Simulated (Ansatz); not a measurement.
**Spin–orbit splittings in NaI**

```
Na I
1.0
     0.00000    3.58138    3.58138
     3.58138    0.00000    3.58138
     3.58138    3.58138    0.00000
Na I
1 1
Cartesian
  0.0000 0.0000 0.0000
  1.7907 1.7907 1.7907
```

Atoms are numbered in the order listed.

The cell was built from the zincblende type and relaxed in the same program, and has space group F-43m; it needn't be a known or the stable phase.

All numbers are computed: DFT, PBE, all-electron LAPW, scalar-relativistic (Ansatz 0.2.0); DFT, PBE, all-electron LAPW, Dirac equation with spin-orbit coupling (Ansatz 0.2.0).

The runs use a Γ-centred 10×10×10 k mesh, Fermi–Dirac smearing of 0.05 eV, basis error target 1 meV/atom, no spin polarisation.

Levels between -6 and 4 eV, each run counted from its own valence-band top. Scalar levels are listed once for both spins; with the coupling every spinor state is counted. Levels near the edges of the range can cross them.

(1) At Γ (0.000, 0.000, 0.000) the scalar-relativistic levels are 0.00 (×3), 3.77. What are they with spin–orbit coupling?

(2) At U (-0.375, -0.375, 0.250) the scalar-relativistic levels are -0.91, -0.66, -0.29. What are they with spin–orbit coupling?

(3) At K (-0.375, 0.000, 0.375) the scalar-relativistic levels are -0.91, -0.66, -0.29. What are they with spin–orbit coupling?

(4) Without the coupling the gap is 3.77 eV, direct at Γ. And with it?

Answers

(1) -1.00 (×2), 0.00 (×4), 3.46 (×2).

(2) -1.62, -1.54, -0.90, -0.78, -0.46, -0.44.

(3) -1.62, -1.54, -0.90, -0.78, -0.46, -0.44.

(4) 3.46 eV, direct at Γ.
